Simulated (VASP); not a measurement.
**Si: band structure with r2SCAN+rVV10**

Si:

```
Si
1.0
     0.00000    2.71561    2.71561
     2.71561    0.00000    2.71561
     2.71561    2.71561    0.00000
Si
2
Direct
  0.75000 0.75000 0.75000
  0.50000 0.50000 0.50000
```

```json
{
 "Program": "VASP 6.6.1",
 "Task": "band structure",
 "Functional": "r2SCAN",
 "Dispersion": "rVV10",
 "Potentials or basis": "VASP PAW PBE potentials, release 64 (Si)",
 "Cutoff": "520 eV",
 "k mesh": "10 × 10 × 10",
 "Occupations": "gaussian, width 0.03 eV",
 "Spin": "no spin polarisation",
 "Further INCAR settings": "ALGO = Normal; EDIFF = 1e-06; NBANDS = 11"
}
```

```json
{
  "Pressure": "0.0 GPa",
  "Band gap on the k mesh": "0.75 eV, indirect (least direct gap 2.75 eV)",
  "Band gap along the path": "0.74 eV, indirect (least direct gap 2.75 eV)"
}
```

Levels at the corners of the path, in eV from the valence-band top:
| point | band 1 | band 2 | band 3 | band 4 | band 5 | band 6 | band 7 | band 8 |
| --- | --- | --- | --- | --- | --- | --- | --- | --- |
| Γ | -12.54 | 0.00 | 0.00 | 0.00 | 2.75 | 2.75 | 2.75 | 3.98 |
| X | -8.16 | -8.16 | -3.02 | -3.02 | 0.88 | 0.88 | 10.88 | 10.88 |
| X | -8.16 | -8.16 | -3.02 | -3.02 | 0.88 | 0.88 | 10.88 | 10.88 |
| W | -7.99 | -7.99 | -4.04 | -4.04 | 4.57 | 4.57 | 5.42 | 5.42 |
| W | -7.99 | -7.99 | -4.04 | -4.04 | 4.57 | 4.57 | 5.42 | 5.42 |
| K | -8.60 | -7.54 | -4.51 | -2.57 | 1.40 | 4.45 | 7.99 | 8.57 |
| K | -8.60 | -7.54 | -4.51 | -2.57 | 1.40 | 4.45 | 7.99 | 8.57 |
| Γ | -12.54 | 0.00 | 0.00 | 0.00 | 2.75 | 2.75 | 2.75 | 3.98 |
| Γ | -12.54 | 0.00 | 0.00 | 0.00 | 2.75 | 2.75 | 2.75 | 3.98 |
| L | -10.08 | -7.28 | -1.27 | -1.27 | 1.86 | 3.57 | 3.57 | 8.27 |
| L | -10.08 | -7.28 | -1.27 | -1.27 | 1.86 | 3.57 | 3.57 | 8.27 |
| U | -8.60 | -7.54 | -4.51 | -2.57 | 1.40 | 4.45 | 7.99 | 8.57 |
| U | -8.60 | -7.54 | -4.51 | -2.57 | 1.40 | 4.45 | 7.99 | 8.57 |
| W | -7.99 | -7.99 | -4.04 | -4.04 | 4.57 | 4.57 | 5.42 | 5.42 |
| W | -7.99 | -7.99 | -4.04 | -4.04 | 4.57 | 4.57 | 5.42 | 5.42 |
| L | -10.08 | -7.28 | -1.27 | -1.27 | 1.86 | 3.57 | 3.57 | 8.27 |
| L | -10.08 | -7.28 | -1.27 | -1.27 | 1.86 | 3.57 | 3.57 | 8.27 |
| K | -8.60 | -7.54 | -4.51 | -2.57 | 1.40 | 4.45 | 7.99 | 8.57 |
| U | -8.60 | -7.54 | -4.51 | -2.57 | 1.40 | 4.45 | 7.99 | 8.57 |
| X | -8.16 | -8.16 | -3.02 | -3.02 | 0.88 | 0.88 | 10.88 | 10.88 |

Core levels (eV, on the scale of the bands):
| atom | levels |
| --- | --- |
| 1 Si | 1s -1800.8, 2s -135.9, 2p -91.5 |
| 2 Si | 1s -1800.8, 2s -135.9, 2p -91.5 |

Run time: 3.7 min on 1 thread of AMD EPYC 7R13 Processor (Zen 3), on a shared host, peak memory 0.25 GiB.

Caveat: the PAW data sets were made with another functional, which shifts forces and pressure a little. r2SCAN opens gaps a little over a GGA but as a rule still falls short of measured ones.
